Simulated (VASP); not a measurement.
# SiNi3: relaxation of cell and atoms with PBEsol

Crystal: SiNi3.

```xyz
4
Lattice="3.4607 0.0000 0.0000 0.0000 3.4607 0.0000 0.0000 0.0000 3.4607" Properties=species:S:1:pos:R:3 pbc="T T T"
Si    0.0000    0.0000    0.0000
Ni    0.0000    1.7303    1.7303
Ni    1.7303    0.0000    1.7303
Ni    1.7303    1.7303    0.0000
```

```yaml
Program: VASP 6.6.1
Task: relaxation of cell and atoms
Functional: PBEsol
Potentials_or_basis: VASP PAW PBE potentials, release 64 (Si, Ni)
Cutoff: 600 eV
k_mesh: 10 × 10 × 10
Occupations: methfessel-paxton, width 0.1 eV
Spin: no spin polarisation
Further_INCAR_settings: ALGO = Normal; EDIFF = 1e-07; IBRION = 2; EDIFFG = -0.005; NSW = 90; ISIF = 3
```

```
Pressure after relaxing : 0.1 GPa
Band gap on the k mesh  : none (metal or under the smearing width)
```

Final structure:
```yaml
crystal:
  lattice:
    - [3.46066, 0.00000, 0.00000]
    - [0.00000, 3.46066, 0.00000]
    - [0.00000, 0.00000, 3.46066]
  atoms:
    - { symbol: Si, position: [0.00000, 0.00000, 0.00000] }
    - { symbol: Ni, position: [0.00000, 0.50000, 0.50000] }
    - { symbol: Ni, position: [0.50000, 0.00000, 0.50000] }
    - { symbol: Ni, position: [0.50000, 0.50000, 0.00000] }
```

Levels at points of the mesh, in eV from the Fermi level:
| k point | band 13 | band 14 | band 15 | band 16 | band 17 | band 18 | band 19 | band 20 | band 21 |
| --- | --- | --- | --- | --- | --- | --- | --- | --- | --- |
| (0.00, 0.00, 0.00) | -0.90 | -0.61 | -0.61 | -0.27 | 0.06 | 0.06 | 0.06 | 5.24 | 6.54 |
| (0.50, 0.00, 0.00) | -1.36 | -1.33 | -1.18 | -0.54 | 0.06 | 3.81 | 3.81 | 5.37 | 5.37 |
| (0.50, 0.50, 0.00) | -1.48 | -1.48 | -1.14 | -1.04 | -0.98 | 0.73 | 0.73 | 5.90 | 6.56 |
| (0.50, 0.50, 0.50) | -1.49 | -1.29 | -1.29 | -0.49 | -0.19 | -0.19 | -0.19 | 1.43 | 4.21 |

Wall time 58 s on 1 thread of Intel(R) Xeon(R) Platinum 8259CL CPU @ 2.50GHz (Skylake/Cascade Lake), on a shared host, peak memory 0.19 GiB.

Caveat: the relaxation stopped at its first step, so nothing moved; the PAW data sets were made with another functional, which shifts forces and pressure a little. Spin polarisation is off, so any magnetic state and its effect on volume and gap are missing.
